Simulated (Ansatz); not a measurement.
Total energies of C₃H₆O₂ (`CCC(=O)O`).

Cartesian coordinates in Å:
```
C -0.611 -1.058 0.833
C -0.549 0.233 0.045
C 0.801 0.489 -0.559
O 1.764 -0.222 -0.461
O 0.825 1.644 -1.250
H 0.109 -1.051 1.652
H -0.376 -1.914 0.200
H -1.609 -1.201 1.251
H -1.277 0.246 -0.772
H -0.797 1.101 0.665
H 1.721 1.734 -1.604
```

Charge 0, multiplicity 1. Geometry: relaxed with PBE0-D4/def2-TZVP. It is one conformer, not always the lowest. Basis def2-TZVPP, Ansatz 0.2.0.

RPA on PBE orbitals: Hartree–Fock energy of these orbitals -266.90593 Eh, correlation -1.53871 Eh (frozen core).

```json
{"functional": "LDA (SPW92)", "energy without D4 (Eh)": "-266.34341", "D4 term (kJ/mol)": "–"}
{"functional": "PBE", "energy without D4 (Eh)": "-268.20026", "D4 term (kJ/mol)": "-17.0"}
{"functional": "r2SCAN", "energy without D4 (Eh)": "-268.37106", "D4 term (kJ/mol)": "-4.3"}
{"functional": "B97M-V", "energy without D4 (Eh)": "-268.47284", "D4 term (kJ/mol)": "–"}
{"functional": "PBE0", "energy without D4 (Eh)": "-268.21271", "D4 term (kJ/mol)": "-14.1"}
{"functional": "r2SCAN0", "energy without D4 (Eh)": "-268.33504", "D4 term (kJ/mol)": "-4.9"}
{"functional": "BHLYP", "energy without D4 (Eh)": "-268.36483", "D4 term (kJ/mol)": "-18.2"}
{"functional": "CAM-B3LYP", "energy without D4 (Eh)": "-268.40265", "D4 term (kJ/mol)": "-14.0"}
{"functional": "LC-ωPBE", "energy without D4 (Eh)": "-268.35381", "D4 term (kJ/mol)": "–"}
{"functional": "B2PLYP", "energy without D4 (Eh)": "-268.31030", "D4 term (kJ/mol)": "–"}
```

(1) Give the same for revPBE, BLYP, B3LYP, r2SCANh, HSE06 (plane-wave form), ωB97X-V, ωB97M-V, PBE-QIDH. (An estimate is asked.)

B3LYP takes the VWN-RPA correlation (the form of Gaussian; ORCA's B3LYP/G). HSE06 is the plane-wave form, built on full-range PBE exchange. The double hybrids freeze the cores in their second-order part.

Results:

(1) Computed: 
```json
{"functional": "revPBE", "energy without D4 (Eh)": "-268.43343", "D4 term (kJ/mol)": "-61.6"}
{"functional": "BLYP", "energy without D4 (Eh)": "-268.43381", "D4 term (kJ/mol)": "-38.6"}
{"functional": "B3LYP", "energy without D4 (Eh)": "-268.52115", "D4 term (kJ/mol)": "-27.1"}
{"functional": "r2SCANh", "energy without D4 (Eh)": "-268.35616", "D4 term (kJ/mol)": "-4.5"}
{"functional": "HSE06 (plane-wave form)", "energy without D4 (Eh)": "-268.19902", "D4 term (kJ/mol)": "-13.0"}
{"functional": "ωB97X-V", "energy without D4 (Eh)": "-268.43126", "D4 term (kJ/mol)": "–"}
{"functional": "ωB97M-V", "energy without D4 (Eh)": "-268.41319", "D4 term (kJ/mol)": "–"}
{"functional": "PBE-QIDH", "energy without D4 (Eh)": "-268.17392", "D4 term (kJ/mol)": "–"}
```

LC-ωPBE has ω = 0.4 bohr⁻¹.
